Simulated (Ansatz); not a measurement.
# GaAs: from bands to localised orbitals, part 2 of 3

Aim: build maximally localised Wannier functions for GaAs from several sets of trial orbitals, and check spreads and centres, and how well the models interpolate the bands. Plan: PBE, anion s p, 6×6×6; PBE, anion s p, 4×4×4; PBE, anion s p, 8×8×8; PBE, anion p, 6×6×6; PBE, all s p, disentangled, 6×6×6; PBE, cation s and anion p, disentangled, 6×6×6; r2SCAN, anion s p, 6×6×6; r2SCAN, anion p, 6×6×6; r2SCAN, all s p, disentangled, 6×6×6; HSE06, anion s p, 6×6×6; HSE06, anion p, 6×6×6 (level, trial orbitals, Wannier mesh).

Ansatz 0.2.0; plane waves, PAW. Earlier steps stand in the parts before.

## (6) PBE, all s p, disentangled, 6×6×6

Contents of input.yaml:

```yaml
crystal:
  lattice:
    - [0.0, 2.833083191, 2.833083191]
    - [2.833083191, 0.0, 2.833083191]
    - [2.833083191, 2.833083191, 0.0]
  atoms:
    - { symbol: Ga, position: [0.0, 0.0, 0.0] }
    - { symbol: As, position: [0.25, 0.25, 0.25] }
kpoints:
  mp_grid: { grid: [6, 6, 6] }
  band_path:
    path:
      - [[0.0, 0.0, 0.0], [-0.5, -0.5, -7.463880342104e-34], [-0.375, -0.375, 0.25]]
      - [[-0.375, 2.128612146609e-17, 0.375], [0.0, 0.0, 0.0], [-2.495874589213e-18, -2.495874589213e-18, 0.5], [-0.5, -0.25, 0.25], [-0.5, -0.5, -7.463880342104e-34]]
    npoints: 10
hamiltonian:
  xc: pbe
scf:
  occupations: { method: fixed }
  n_extra_bands: 8
output:
  forces: false
  stress: false
  eigenvalues: true
  wannier:
    kmesh: [6, 6, 6]
    projections:
      - { species: As, l: s, shell: 4 }
      - { species: As, l: p, shell: 4 }
      - { species: Ga, l: s, shell: 4 }
      - { species: Ga, l: p, shell: 4 }
    minimise: true
    write_hr: true
    conv_tol: 1.0e-08
    max_iter: 3000
    disentanglement: { window: [-17.9, 24.57], frozen_window: [0.1, 10.07] }
```

Run with:

```console
$ ansatz run input.yaml --threads 4 --pin off --max-ram 3686MiB --backend cpu --events-out ev --progress --plain --runs-dir out
```

The program printed:

```text
Warning: RAYON_NUM_THREADS=4 ignored (pool sized by the plan → 4); use --threads N
scf.n_extra_bands = 8 over 14 filled bands (N_el = 28.0): the run solves 22 bands
Engine: ansatz 0.2.0, aarch64-unknown-linux-gnu
Pseudopotentials: kind: paw
Pseudopotential: Ga, paw, valence charge 13, recommended cutoff 420 eV (normal), Ga.paw.azcp
Pseudopotential: As, paw, valence charge 15, recommended cutoff 420 eV (normal), As.paw.azcp
Functional definition: PBE
  parameter kappa = 0.804
  parameter beta = 0.06672455060314922
  exchange = pbe_x(kappa = kappa, mu = beta*pi^2/3)
  correlation = pbe_c(beta = beta)
Crystal: 2 atoms, lattice volume = 45.479 Å³
Basis set: ecut = 420 eV, 893 PW (Γ)
Bands: 22, of which v1, the nominal top of the filled ones, is band 14 counted from 1 (13 counted from 0)
Symmetry: 24 space group operations
Space group: F-43m (ITA 216), of the structure as read, at distance tolerance 3.6e-5 Å
k-points: 16 of 216 (time reversal used)
Non-local potential: Ga, projectors of the file, l = 0: 2, l = 1: 2, l = 2: 3, l = 3: 1
Non-local potential: As, projectors of the file, l = 0: 2, l = 1: 2, l = 2: 3, l = 3: 1
PAW form: soft (Blöchl's): semilocal exchange-correlation on the pseudo side does not see the compensation charge
PAW one-centre angular grid: Ga, 590 points (default); XC on 64 Gauss nodes
PAW one-centre angular grid: As, 590 points (default); XC on 64 Gauss nodes
Initial density: superposition of atomic densities (neutral atoms: chi_scale 0, normalization atom), corrected by the library's trained network
Initial wavefunctions: pseudopotential atomic-orbital guess
Functional: x = pbe(κ = 0.804, μ = 0.2195149727645171), c = pbe(β = 0.06672455060314922)
SCF iter   1: F=—  HF=-8639.820486 eV  |F-HF|=—  |Δ(HF+E_count)|=         —  Δρ=1.50e-3  dr2=1.55e-3  ethr=1.77e-3  ⟨swp⟩=4.4  Hψ=1392  notcnv=0  defer=87
preconditioner: auto → none  [insulator: Δε(μ)=0.458 eV  Ē_g=18.708 eV  n_scr=14 (ndim 8)  ℏωp=23.4 eV  f_vac=0.091  ε∞_Penn≈2.6]
SCF iter   2: F=—  HF=-8639.819722 eV  |F-HF|=—  |Δ(HF+E_count)|=   7.65e-4  Δρ=7.63e-4  dr2=2.58e-4  ethr=5.53e-6  ⟨swp⟩=2.0  Hψ=661  notcnv=0  defer=91
SCF iter   3: F=—  HF=-8639.819626 eV  |F-HF|=—  |Δ(HF+E_count)|=   9.57e-5  Δρ=2.21e-4  dr2=2.97e-5  ethr=9.20e-7  ⟨swp⟩=2.0  Hψ=479  notcnv=0  defer=91
SCF iter   4: F=—  HF=-8639.819649 eV  |F-HF|=—  |Δ(HF+E_count)|=   2.31e-5  Δρ=9.34e-5  dr2=4.31e-6  ethr=1.06e-7  ⟨swp⟩=2.0  Hψ=361  notcnv=0  defer=56
SCF iter   5: F=—  HF=-8639.819655 eV  |F-HF|=—  |Δ(HF+E_count)|=   5.58e-6  Δρ=1.75e-5  dr2=1.63e-7  ethr=1.54e-8  ⟨swp⟩=2.0  Hψ=442  notcnv=0  defer=76
SCF iter   6: F=-8639.819655 eV  HF=-8639.819655 eV  |F-HF|=1.72e-8  |Δ(HF+E_count)|=   2.56e-7  Δρ=4.94e-6  dr2=9.35e-9  ethr=3.57e-10  ⟨swp⟩=7.8  Hψ=1738  notcnv=0
SCF 1 converged in 6 iterations: F = -8639.819655 eV  dr2 = 9.35e-9
NSCF: frozen V_eff on 62 k-points
NSCF: frozen V_eff on 19 k-points
the Wannier pass solved 19 of the 216 points of its mesh, and has the states at the others by symmetry: states obtained by the crystal's operations at points that were solved too leave a residual of 5.08e-13 eV (read by the count's bands and the next), within 6.67e-6 eV
NSCF: frozen V_eff on 19 k-points
the Wannier pass solved 19 of the 216 points of its mesh, and has the states at the others by symmetry: states obtained by the crystal's operations at points that were solved too leave a residual of 3.00e-13 eV (read by the count's bands and the next), within 6.67e-6 eV
SCF converged after 6 iterations
Free energy (F): -8639.819655 eV
Harris-Foulkes:  -8639.819655 eV  (|F-HF|=1.72e-8)
Internal energy: -8639.819655 eV  (E = F + TS)
E sigma→0 (E₀):  -8639.819655 eV
Fermi energy:    8.101806 eV
--- Per-component energies (eV) ---
  E_band       = -313.901052
  E_kinetic    = 219.361877
  E_local      = -3925.421742  (includes V_loc(G=0)·N_el)
  E_nonlocal   = -245.684545
  E_hartree    = 1977.533207
  E_xc         = -148.378512
  E_vxc        = -137.380744  (∫ρ·V_xc dr)
  E_paw        = -3824.439616  (= ΣΔE_a)
  E_vpaw       = -179.838870  (= ΣTr[D̂ρ^β])
  E_aug_tail   = -0.000129  (compensation charges beyond the density's cutoff)
  E_ewald      = -2692.790197
  E_smearing   = -0.000000  (= −TS)
  E_closure    = 0.000000  (closes the sum)
  Σ components = -8639.819655   (vs F -8639.819655, Δ=0.00e0)
--- Band table (eV; the first three rows and the last of 16) ---
  k-point 0: bands = ["-27.0169", "-27.0169", "-27.0169", "-27.0074", "-27.0074", "-6.6799", "-6.6799", "-6.6799", "-6.6028", "-6.6028", "-4.5789", "8.1018", "8.1018", "8.1018", "8.5658", "11.8337", "11.8337", "11.8337", "15.6755", "18.2415", "18.2415", "19.6424"]
  k-point 1: bands = ["-27.0168", "-27.0167", "-27.0167", "-27.0074", "-27.0074", "-6.7021", "-6.6740", "-6.6740", "-6.6030", "-6.6030", "-4.2615", "5.3925", "7.7253", "7.7253", "9.7064", "12.3763", "12.3763", "12.7642", "17.0256", "17.1564", "17.1564", "18.9188"]
  k-point 2: bands = ["-27.0167", "-27.0163", "-27.0163", "-27.0072", "-27.0072", "-6.7409", "-6.6644", "-6.6644", "-6.6013", "-6.6013", "-3.4431", "2.7488", "7.1839", "7.1839", "9.2983", "12.7964", "12.7964", "15.3192", "16.8527", "17.7725", "17.7725", "21.5348"]
  k-point 15: bands = ["-27.0171", "-27.0158", "-27.0151", "-27.0076", "-27.0067", "-6.7808", "-6.6443", "-6.6359", "-6.6171", "-6.5963", "-2.0634", "1.4507", "4.7885", "4.9319", "11.3788", "11.5443", "15.1905", "15.4934", "19.0909", "20.3399", "21.3835", "21.7171"]
Wannier search: line search 1 of at most 3000: gauge-dependent spread (as the search counts it) 5.7283867 Å², largest recent change 1.7e0 Å² and fall left 4.5e-3 Å² against conv_tol 1.0e-8 Å², 0 stops escaped
```

Wall time 6 s (4 threads of Arm Neoverse N1, shared host); peak memory 0.39 GiB.

wannier.win, as written (k points left out):

```
! ansatz wannier90 interface
! projections by site (counted from 0) and shell: 1 4S, 1 4P, 0 4S, 0 4P
! states of the run's bands (counted from 1): 1-5, 11-26
num_bands = 21
num_wann  = 8
num_iter  = 2000
conv_tol = 1e-8
conv_window = 5
dis_win_min = -17.9
dis_win_max = 24.57
dis_froz_min = 0.1
dis_froz_max = 10.07
dis_num_iter = 10000
guiding_centres = true
write_hr = true

begin unit_cell_cart
Ang
  0.0  2.833083191  2.833083191
  2.833083191  0.0  2.833083191
  2.833083191  2.833083191  0.0
end unit_cell_cart

begin atoms_frac
Ga  0.0  0.0  0.0
As  0.25  0.25  0.25
end atoms_frac

mp_grid = 6 6 6
```

The windows are typed on the program's own energy scale, on which the last band filled by count tops at 8.10 eV.

The head of wannier.spreads.toml:

```toml
omega_i_ang2 = 11.468664758983948
omega_d_ang2 = 0.050470471180124245
omega_od_ang2 = 1.5723986316402208
omega_total_ang2 = 13.091533861804294
least_projectability = 0.7682268116780306
b_vectors_match_mmn = true
n_iter = 28
converged = true
rejected_fitted_steps = 1
dis_converged = true
dis_n_iter = 165
dis_n_moved = 0
dis_level_miss = 0.017160335773221364
```

The functions (centres in Å, on-site energies from the top of the filled bands):

| n | x | y | z | spread (Å²) | on-site (eV) | nearest atoms | distance (Å) |
| --- | --- | --- | --- | --- | --- | --- | --- |
| 1 | 1.807 | 1.027 | 1.027 | 1.454 | -1.298 | As2 | 0.68 |
| 2 | 1.807 | 1.807 | 1.807 | 1.454 | -1.298 | As2 | 0.68 |
| 3 | 1.027 | 1.027 | 1.807 | 1.454 | -1.298 | As2 | 0.68 |
| 4 | 1.027 | 1.807 | 1.027 | 1.454 | -1.298 | As2 | 0.68 |
| 5 | -0.464 | -0.464 | -0.464 | 1.819 | 1.441 | Ga1 | 0.80 |
| 6 | 0.464 | 0.464 | -0.464 | 1.819 | 1.441 | Ga1 | 0.80 |
| 7 | 0.464 | -0.464 | 0.464 | 1.819 | 1.441 | Ga1 | 0.80 |
| 8 | -0.464 | 0.464 | 0.464 | 1.819 | 1.441 | Ga1 | 0.80 |

The largest hoppings ⟨m, 0|H|n, R⟩, one of each Hermitian pair (moduli):

| m | n | R | distance (Å) | |t| (eV) |
| --- | --- | --- | --- | --- |
| 3 | 4 | 0 0 0 | 1.10 | 2.507 |
| 1 | 4 | 0 0 0 | 1.10 | 2.507 |
| 2 | 4 | 0 0 0 | 1.10 | 2.507 |
| 2 | 3 | 0 0 0 | 1.10 | 2.507 |
| 1 | 3 | 0 0 0 | 1.10 | 2.507 |
| 1 | 2 | 0 0 0 | 1.10 | 2.507 |
| 6 | 8 | 0 0 0 | 1.31 | 1.879 |
| 5 | 8 | 0 0 0 | 1.31 | 1.879 |

Interpolated bands at the corners of the path, eV from the top of the filled bands:

| point | e1 | e2 | e3 | e4 | e5 | e6 | e7 | e8 |
| --- | --- | --- | --- | --- | --- | --- | --- | --- |
| Γ | -12.54 | 0.00 | 0.00 | 0.00 | 0.46 | 3.77 | 3.77 | 3.77 |
| X | -10.20 | -6.78 | -2.65 | -2.65 | 1.48 | 1.66 | 10.12 | 10.12 |
| U | -10.24 | -6.61 | -3.83 | -2.24 | 1.95 | 5.11 | 8.19 | 8.48 |
| K | -10.24 | -6.61 | -3.83 | -2.24 | 1.95 | 5.11 | 8.19 | 8.48 |
| Γ | -12.54 | 0.00 | 0.00 | 0.00 | 0.46 | 3.77 | 3.77 | 3.77 |
| L | -10.91 | -6.60 | -1.13 | -1.13 | 0.98 | 5.40 | 5.40 | 9.09 |
| W | -10.15 | -6.59 | -3.49 | -3.30 | 4.73 | 5.62 | 5.72 | 8.34 |
| X | -10.20 | -6.78 | -2.65 | -2.65 | 1.48 | 1.66 | 10.12 | 10.12 |

Along the path each interpolated band stays within 0.14, 0.02, 0.02, 0.02, 0.33, 0.76, 0.76, 2.30 eV of the nearest computed level, from the lowest band up; bands outside the frozen window needn't match, and between the mesh's points a coarse mesh lets the others stray too.

Misses of an eV or more mean that the model does not follow those bands.

## (7) PBE, cation s and anion p, disentangled, 6×6×6

Edit input.yaml of step 6 so:

```diff
@@ -19,3 +19,3 @@
   occupations: { method: fixed }
-  n_extra_bands: 8
+  n_extra_bands: 6
 output:
@@ -26,7 +26,3 @@
     kmesh: [6, 6, 6]
-    projections:
-      - { species: As, l: s, shell: 4 }
-      - { species: As, l: p, shell: 4 }
-      - { species: Ga, l: s, shell: 4 }
-      - { species: Ga, l: p, shell: 4 }
+    projections: [{ species: Ga, l: s, shell: 4 }, { species: As, l: p, shell: 4 }]
     minimise: true
@@ -35,2 +31,6 @@
     max_iter: 3000
-    disentanglement: { window: [-17.9, 24.57], frozen_window: [0.1, 10.07] }
+    disentanglement: { window: [-1.9, 20.57], frozen_window: [1.1, 9.37] }
+  write_density: true
+  write_potential: true
+  elf: true
+  volumetric_format: npy
```

Run with:

```console
$ ansatz run input.yaml --threads 4 --pin off --max-ram 3686MiB --backend cpu --events-out ev --progress --plain --runs-dir out
```

The program printed:

```text
Warning: RAYON_NUM_THREADS=4 ignored (pool sized by the plan → 4); use --threads N
scf.n_extra_bands = 6 over 14 filled bands (N_el = 28.0): the run solves 20 bands
[... 9 set-up lines as earlier in the session ...]
Crystal: 2 atoms, lattice volume = 45.479 Å³
Basis set: ecut = 420 eV, 893 PW (Γ)
Bands: 20, of which v1, the nominal top of the filled ones, is band 14 counted from 1 (13 counted from 0)
[... 2 set-up lines as earlier in the session ...]
k-points: 16 of 216 (time reversal used)
[... 8 set-up lines as earlier in the session ...]
SCF iter   1: F=—  HF=-8639.820536 eV  |F-HF|=—  |Δ(HF+E_count)|=         —  Δρ=1.51e-3  dr2=1.55e-3  ethr=1.77e-3  ⟨swp⟩=4.4  Hψ=1292  notcnv=0  defer=55
preconditioner: auto → none  [insulator: Δε(μ)=0.458 eV  Ē_g=17.198 eV  n_scr=14 (ndim 8)  ℏωp=23.4 eV  f_vac=0.091  ε∞_Penn≈2.8]
SCF iter   2: F=—  HF=-8639.819728 eV  |F-HF|=—  |Δ(HF+E_count)|=   8.07e-4  Δρ=7.65e-4  dr2=2.61e-4  ethr=5.54e-6  ⟨swp⟩=2.0  Hψ=629  notcnv=0  defer=59
SCF iter   3: F=—  HF=-8639.819631 eV  |F-HF|=—  |Δ(HF+E_count)|=   9.70e-5  Δρ=2.22e-4  dr2=3.00e-5  ethr=9.30e-7  ⟨swp⟩=2.0  Hψ=474  notcnv=0  defer=59
SCF iter   4: F=—  HF=-8639.819649 eV  |F-HF|=—  |Δ(HF+E_count)|=   1.81e-5  Δρ=9.29e-5  dr2=4.24e-6  ethr=1.07e-7  ⟨swp⟩=2.0  Hψ=356  notcnv=0  defer=29
SCF iter   5: F=—  HF=-8639.819655 eV  |F-HF|=—  |Δ(HF+E_count)|=   5.54e-6  Δρ=1.76e-5  dr2=1.62e-7  ethr=1.51e-8  ⟨swp⟩=2.0  Hψ=437  notcnv=0  defer=45
SCF iter   6: F=-8639.819655 eV  HF=-8639.819655 eV  |F-HF|=1.80e-8  |Δ(HF+E_count)|=   2.58e-7  Δρ=5.07e-6  dr2=9.75e-9  ethr=3.57e-10  ⟨swp⟩=7.8  Hψ=1525  notcnv=0
SCF 1 converged in 6 iterations: F = -8639.819655 eV  dr2 = 9.75e-9
NSCF: frozen V_eff on 62 k-points
NSCF: frozen V_eff on 19 k-points
the Wannier pass solved 19 of the 216 points of its mesh, and has the states at the others by symmetry: states obtained by the crystal's operations at points that were solved too leave a residual of 1.53e-13 eV (read by the count's bands and the next), within 6.67e-6 eV
NSCF: frozen V_eff on 19 k-points
the Wannier pass solved 19 of the 216 points of its mesh, and has the states at the others by symmetry: states obtained by the crystal's operations at points that were solved too leave a residual of 2.26e-13 eV (read by the count's bands and the next), within 6.67e-6 eV
NSCF: frozen V_eff on 19 k-points
the Wannier pass solved 19 of the 216 points of its mesh, and has the states at the others by symmetry: states obtained by the crystal's operations at points that were solved too leave a residual of 2.71e-13 eV (read by the count's bands and the next), within 6.67e-6 eV
SCF converged after 6 iterations
Free energy (F): -8639.819655 eV
Harris-Foulkes:  -8639.819655 eV  (|F-HF|=1.80e-8)
Internal energy: -8639.819655 eV  (E = F + TS)
E sigma→0 (E₀):  -8639.819655 eV
Fermi energy:    8.101805 eV
--- Per-component energies (eV) ---
  E_band       = -313.901098
  E_kinetic    = 219.361886
  E_local      = -3925.421808  (includes V_loc(G=0)·N_el)
  E_nonlocal   = -245.684545
  E_hartree    = 1977.533265
  E_xc         = -148.378515
  E_vxc        = -137.380749  (∫ρ·V_xc dr)
  E_paw        = -3824.439613  (= ΣΔE_a)
  E_vpaw       = -179.838876  (= ΣTr[D̂ρ^β])
  E_aug_tail   = -0.000129  (compensation charges beyond the density's cutoff)
  E_ewald      = -2692.790197
  E_smearing   = -0.000000  (= −TS)
  E_closure    = 0.000000  (closes the sum)
  Σ components = -8639.819655   (vs F -8639.819655, Δ=0.00e0)
--- Band table (eV; the first three rows and the last of 16) ---
  k-point 0: bands = ["-27.0169", "-27.0169", "-27.0169", "-27.0074", "-27.0074", "-6.6799", "-6.6799", "-6.6799", "-6.6028", "-6.6028", "-4.5789", "8.1018", "8.1018", "8.1018", "8.5658", "11.8337", "11.8337", "11.8337", "15.6755", "18.2415"]
  k-point 1: bands = ["-27.0168", "-27.0167", "-27.0167", "-27.0074", "-27.0074", "-6.7021", "-6.6740", "-6.6740", "-6.6030", "-6.6030", "-4.2615", "5.3925", "7.7253", "7.7253", "9.7064", "12.3763", "12.3763", "12.7642", "17.0256", "17.1564"]
  k-point 2: bands = ["-27.0167", "-27.0163", "-27.0163", "-27.0072", "-27.0072", "-6.7409", "-6.6644", "-6.6644", "-6.6013", "-6.6013", "-3.4431", "2.7488", "7.1839", "7.1839", "9.2983", "12.7964", "12.7964", "15.3192", "16.8527", "17.7725"]
  k-point 15: bands = ["-27.0171", "-27.0158", "-27.0151", "-27.0076", "-27.0067", "-6.7808", "-6.6443", "-6.6359", "-6.6171", "-6.5963", "-2.0634", "1.4507", "4.7885", "4.9319", "11.3788", "11.5443", "15.1905", "15.4934", "19.0909", "20.3399"]
Wannier search: line search 1 of at most 3000: gauge-dependent spread (as the search counts it) 0.8929150 Å², largest recent change 1.3e-1 Å² and fall left 2.2e-4 Å² against conv_tol 1.0e-8 Å², 0 stops escaped
```

Run time: 5.8 s. Hardware: 4 threads of Arm Neoverse N1, shared host; peak memory 0.43 GiB.

The windows are typed on the program's own energy scale, on which the last band filled by count tops at 8.10 eV.

The head of wannier.spreads.toml:

```toml
omega_i_ang2 = 10.9274054394362
omega_d_ang2 = 0.08658219615832279
omega_od_ang2 = 0.6678160574317032
omega_total_ang2 = 11.681803693026225
least_projectability = 0.25671838071527625
b_vectors_match_mmn = true
n_iter = 28
converged = true
rejected_fitted_steps = 0
dis_converged = true
dis_n_iter = 74
dis_n_moved = 0
dis_level_miss = 0.013107705292673081
```

The functions (centres in Å, on-site energies from the top of the filled bands):

| n | x | y | z | spread (Å²) | on-site (eV) | nearest atoms | distance (Å) |
| --- | --- | --- | --- | --- | --- | --- | --- |
| 1 | 0.000 | 0.000 | 0.000 | 2.879 | -0.452 | Ga1 | 0.00 |
| 2 | 1.487 | 1.554 | 1.346 | 2.934 | -2.111 | As2 | 0.17 |
| 3 | 1.280 | 1.346 | 1.346 | 2.934 | -2.111 | As2 | 0.17 |
| 4 | 1.487 | 1.346 | 1.554 | 2.934 | -2.111 | As2 | 0.17 |

The largest hoppings ⟨m, 0|H|n, R⟩, one of each Hermitian pair (moduli):

| m | n | R | distance (Å) | |t| (eV) |
| --- | --- | --- | --- | --- |
| 2 | 1 | 0 0 1 | 2.29 | 2.086 |
| 4 | 1 | 0 1 0 | 2.29 | 2.086 |
| 1 | 3 | 0 0 0 | 2.29 | 2.086 |
| 3 | 1 | 1 0 0 | 2.46 | 1.258 |
| 4 | 1 | 1 0 0 | 2.46 | 1.258 |
| 2 | 1 | 1 0 0 | 2.46 | 1.258 |
| 2 | 1 | 0 1 0 | 2.54 | 0.416 |
| 1 | 2 | 0 0 0 | 2.54 | 0.416 |
| 1 | 4 | 0 0 0 | 2.54 | 0.416 |
| 3 | 1 | 0 1 0 | 2.54 | 0.416 |
| 3 | 1 | 0 0 1 | 2.54 | 0.416 |
| 4 | 1 | 0 0 1 | 2.54 | 0.416 |
| 3 | 3 | 1 0 0 | 4.01 | 0.378 |
| 4 | 4 | 1 -1 0 | 4.01 | 0.378 |

Interpolated bands at the corners of the path, eV from the top of the filled bands:

| point | e1 | e2 | e3 | e4 |
| --- | --- | --- | --- | --- |
| Γ | 0.00 | 0.00 | 0.00 | 0.46 |
| X | -6.78 | -2.65 | -2.65 | 2.36 |
| U | -6.60 | -3.83 | -2.22 | 3.74 |
| K | -6.59 | -3.83 | -2.22 | 3.73 |
| Γ | 0.00 | 0.00 | 0.00 | 0.46 |
| L | -6.60 | -1.13 | -1.13 | 0.98 |
| W | -6.61 | -3.53 | -3.31 | 4.73 |
| X | -6.78 | -2.65 | -2.65 | 2.36 |

Along the path each interpolated band stays within 0.02, 0.03, 0.02, 1.71 eV of the nearest computed level, from the lowest band up; bands outside the frozen window needn't match, and between the mesh's points a coarse mesh lets the others stray too.

Misses of an eV or more mean that the model does not follow those bands.

The least projectability is 0.26: some state is hardly reached by the trial orbitals.

## (8) r2SCAN, anion s p, 6×6×6

Edit input.yaml of step 7 so:

```diff
@@ -16,3 +16,3 @@
 hamiltonian:
-  xc: pbe
+  xc: r2scan
 scf:
@@ -26,3 +26,3 @@
     kmesh: [6, 6, 6]
-    projections: [{ species: Ga, l: s, shell: 4 }, { species: As, l: p, shell: 4 }]
+    projections: [{ species: As, l: s, shell: 4 }, { species: As, l: p, shell: 4 }]
     minimise: true
@@ -31,6 +31 @@
     max_iter: 3000
-    disentanglement: { window: [-1.9, 20.57], frozen_window: [1.1, 9.37] }
-  write_density: true
-  write_potential: true
-  elf: true
-  volumetric_format: npy
```

Run with:

```console
$ ansatz run input.yaml --threads 4 --pin off --max-ram 3686MiB --backend cpu --events-out ev --progress --plain --runs-dir out
```

The program printed, shortened:

```text
Warning: RAYON_NUM_THREADS=4 ignored (pool sized by the plan → 4); use --threads N
scf.n_extra_bands = 6 over 14 filled bands (N_el = 28.0): the run solves 20 bands
[...]
[... 1 set-up line as earlier in the session ...]
Pseudopotential: Ga, paw, valence charge 13, recommended cutoff 500 eV (meta_gga), Ga.paw.azcp
Pseudopotential: As, paw, valence charge 15, recommended cutoff 500 eV (meta_gga), As.paw.azcp
Functional definition: r2SCAN
[...]
Crystal: 2 atoms, lattice volume = 45.479 Å³
[...]
E sigma→0 (E₀):  -8655.737451 eV
Fermi energy:    7.853984 eV
[...]
--- Band table (eV; the first three rows and the last of 16) ---
  k-point 0: bands = ["-27.9183", "-27.9183", "-27.9183", "-27.9060", "-27.9060", "-7.3747", "-7.3747", "-7.3747", "-7.2875", "-7.2875", "-5.3050", "7.8540", "7.8540", "7.8540", "8.8156", "11.8983", "11.8983", "11.8983", "16.0835", "18.5082"]
[...]
Wannier search: line search 1 of at most 3000: gauge-dependent spread (as the search counts it) 3.8242662 Å², largest recent change 4.6e-1 Å² and fall left 2.3e-3 Å² against conv_tol 1.0e-8 Å², 0 stops escaped
```

Run time: 4.4 s. Hardware: 4 threads of Arm Neoverse N1, shared host; peak memory 0.43 GiB.

wannier.win names the bands that the functions span: 11-14 (counted from 1; 14 are filled).

The head of wannier.spreads.toml:

```toml
omega_i_ang2 = 7.619273584010003
omega_d_ang2 = 0.007455690903787427
omega_od_ang2 = 0.5652419112159435
omega_total_ang2 = 8.191971186129734
least_projectability = 0.7161384423848088
b_vectors_match_mmn = true
n_iter = 24
converged = true
rejected_fitted_steps = 1
```

The functions (centres in Å, on-site energies from the top of the filled bands):

| n | x | y | z | spread (Å²) | on-site (eV) | nearest atoms | distance (Å) |
| --- | --- | --- | --- | --- | --- | --- | --- |
| 1 | 0.870 | 1.963 | 1.963 | 2.048 | -5.416 | As2 | 0.95 |
| 2 | 1.963 | 0.870 | 1.963 | 2.048 | -5.416 | As2 | 0.95 |
| 3 | 0.870 | 0.870 | 0.870 | 2.048 | -5.416 | As2 | 0.95 |
| 4 | 1.963 | 1.963 | 0.870 | 2.048 | -5.416 | As2 | 0.95 |

Along the path each interpolated band stays within 0.02, 0.28, 0.09, 0.04 eV of the nearest computed level, from the lowest band up.

(Continued in part 3 of 3.)
